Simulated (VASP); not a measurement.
VASP 6.6.1 run: SiC3

INCAR

```
ENCUT = 520
ISIF = 2
LREAL = .FALSE.
NSW = 0
GGA = PE
LCHARG = .FALSE.
ISMEAR = 1
SIGMA = 0.01
EDIFF = 1E-7
LWAVE = .FALSE.
NELM = 92
NBANDS = 16
IBRION = -1
LASPH = .TRUE.
PREC = Accurate
```

KPOINTS

```
KPOINTS created by Atomic Simulation Environment
0
Gamma
10 10 10
0 0 0
```

POSCAR

```
C  Si
 1.0000000000000000
     1.4387886198946001    0.8306849970031174    4.6550861549000002
    -1.4387886198946001    0.8306849970031174    4.6550861549000002
     0.0000000000000000   -1.6613699940062354    4.6550861549000002
 C   Si
   3   1
Cartesian
  1.4387886198945998  0.8306849970031169  4.7664882233418338
 -0.0000000000000000 -0.0000000000000003  6.8365847026714519
  0.0000000000000001 -0.0000000000000003  5.2972643265726633
 -0.0000000000000001 -0.0000000000000005 12.1939512141425208
```

The recommended PBE PAW datasets give the neutral cell 16 valence electrons.

Command

```
mpirun -np 1 vasp_std
```

OSZICAR

```
N       E                     dE             d eps       ncg     rms          rms(c)
DAV:   1     0.219892080903E+02    0.21989E+02   -0.75641E+03  3712   0.926E+02
DAV:   2    -0.312561685007E+02   -0.53245E+02   -0.48192E+02  5312   0.162E+02
DAV:   3    -0.333756097793E+02   -0.21194E+01   -0.21093E+01  4608   0.293E+01
DAV:   4    -0.333886852423E+02   -0.13075E-01   -0.13074E-01  4824   0.280E+00
DAV:   5    -0.333888088069E+02   -0.12356E-03   -0.12356E-03  4592   0.253E-01    0.106E+01
DAV:   6    -0.311816005540E+02    0.22072E+01   -0.30224E+00  4704   0.142E+01    0.489E+00
DAV:   7    -0.310392240128E+02    0.14238E+00   -0.10470E+00  5056   0.692E+00    0.252E+00
DAV:   8    -0.310166812012E+02    0.22543E-01   -0.82300E-02  4736   0.210E+00    0.485E-01
DAV:   9    -0.310145115847E+02    0.21696E-02   -0.15742E-02  4808   0.106E+00    0.159E-01
DAV:  10    -0.310148173135E+02   -0.30573E-03   -0.19894E-03  4832   0.310E-01    0.582E-02
DAV:  11    -0.310148635490E+02   -0.46236E-04   -0.10236E-04  4984   0.802E-02    0.254E-02
DAV:  12    -0.310148805697E+02   -0.17021E-04   -0.28669E-05  4976   0.441E-02    0.825E-03
DAV:  13    -0.310148811714E+02   -0.60168E-06   -0.20992E-06  4880   0.102E-02    0.488E-03
DAV:  14    -0.310148812923E+02   -0.12095E-06   -0.14538E-07  4352   0.385E-03    0.236E-03
DAV:  15    -0.310148813823E+02   -0.89944E-07   -0.17568E-07  3136   0.310E-03
   1 F= -.31014881E+02 E0= -.31014881E+02  d E =0.691413E-12
```

Standard output (part)

```
POSCAR found type information on POSCAR C Si
 POSCAR found :  2 types and       4 ions
 LDA part: xc-table for (Slater+PW92), standard interpolation
 POSCAR, INCAR and KPOINTS ok, starting setup
 WAVECAR not read
 entering main loop
```

From OUTCAR

```
k-points           NKPTS =    116   k-points in BZ     NKDIM =    116   number of bands    NBANDS=     16

   NELECT =      16.0000    total number of electrons

   dimension x,y,z NGX =    40 NGY =   40 NGZ =   40
   dimension x,y,z NGXF=    80 NGYF=   80 NGZF=   80

  energy-cutoff  :      520.00
  volume of cell :       33.38
      direct lattice vectors                 reciprocal lattice vectors
     1.438788620  0.830684997  4.655086155     0.347514564  0.200637627  0.071606265
    -1.438788620  0.830684997  4.655086155    -0.347514564  0.200637627  0.071606265
     0.000000000 -1.661369994  4.655086155     0.000000000 -0.401275254  0.071606265

 k-points in reciprocal lattice and weights: KPOINTS created by Atomic Simulation Env
   0.00000000  0.00000000  0.00000000       0.001
   0.10000000 -0.00000000  0.00000000       0.006
   0.20000000 -0.00000000  0.00000000       0.006
   0.30000000 -0.00000000  0.00000000       0.006
   0.40000000  0.00000000  0.00000000       0.006
   0.50000000 -0.00000000  0.00000000       0.003
   0.10000000  0.10000000  0.00000000       0.006
   0.20000000  0.10000000  0.00000000       0.012
   ...

 E-fermi :   8.7181

 k-point     1 :       0.0000    0.0000    0.0000
  band No.  band energies     occupation
      1      -9.4108      2.00000
      2      -4.6446      2.00000
      3      -2.2923      2.00000
      4       5.8918      2.00000
      5       5.8918      2.00000
      6       7.8403      2.00000
      7       8.6739      2.00000
      8       8.6739      2.00000
      9      12.0637      0.00000
     10      13.2646      0.00000
     11      13.2646      0.00000
     12      13.9442      0.00000
     13      16.6702      0.00000
     14      16.9960      0.00000
     15      16.9960      0.00000
     16      21.4803      0.00000

 k-point     2 :       0.1000   -0.0000    0.0000
  band No.  band energies     occupation
      1      -9.2173      2.00000
      2      -4.5165      2.00000
      3      -2.0836      2.00000
      4       4.9402      2.00000
      5       5.6380      2.00000
      6       7.4790      2.00000
      7       7.9196      2.00000
      8       8.3190      2.00000
      9      12.5875      0.00000
     10      13.4452      0.00000
     11      13.7850      0.00000
     12      14.1394      0.00000
     13      16.3411      0.00000
     14      17.4217      0.00000
     15      17.5302      0.00000
     16      21.8997      0.00000

 k-point     3 :       0.2000   -0.0000    0.0000
  band No.  band energies     occupation
      1      -8.6447      2.00000
      2      -4.1388      2.00000
      3      -1.5141      2.00000
      4       3.0326      2.00000
      5       5.0655      2.00000
      6       5.7742      2.00000
      7       7.0740      2.00000
      8       7.5860      2.00000
      9      12.5030      0.00000
     10      13.7315      0.00000
     11      14.9501      0.00000
     12      15.1338      0.00000
     13      16.0912      0.00000
     14      18.3674      0.00000
     15      18.7702      0.00000
     16      21.3649      0.00000

 ...

  Total       -1.5193303     -1.5193303      0.7936045      0.0000000     -0.0000000      0.0000000
  in kB      -72.9206360    -72.9206360     38.0892444      0.0000000     -0.0000000      0.0000000
  external PRESSURE =     -35.9173426 kB  Pullay stress =       0.0000000 kB

 POSITION                                       TOTAL-FORCE (eV/Angst)
 -----------------------------------------------------------------------------------
      0.00000     -0.00000      0.11140         0.000000     -0.000000      0.219634
      0.00000     -0.00000      6.83658         0.000000      0.000000     -0.269340
      0.00000     -0.00000      5.29726         0.000000      0.000000     -0.140823
      0.00000     -0.00000     12.19395         0.000000     -0.000000      0.190529
 -----------------------------------------------------------------------------------
    total drift:                               -0.000000     -0.000000      0.000010

  FREE ENERGIE OF THE ION-ELECTRON SYSTEM (eV)
  ---------------------------------------------------
  free  energy   TOTEN  =       -31.0148813823 eV

  energy  without entropy=      -31.0148813823  energy(sigma->0) =      -31.01488138
```

It converged. Results: gap between bands v and c on the k mesh 1.76 eV; least direct gap on the k mesh 3.25 eV; pressure -3.6 GPa; largest force 0.27 eV/Å. Band v is the last that the valence electrons fill when counted band by band, and c is the next.

For comparison, a separate PBE run of the intended cell, on usual settings and not on those above, gives a gap of 1.76 eV on its mesh and a pressure of -3.6 GPa.

The run above took about 2.9 min on one core of a shared host (Intel Xeon Platinum 8488C) and held 0.25 GiB at most.
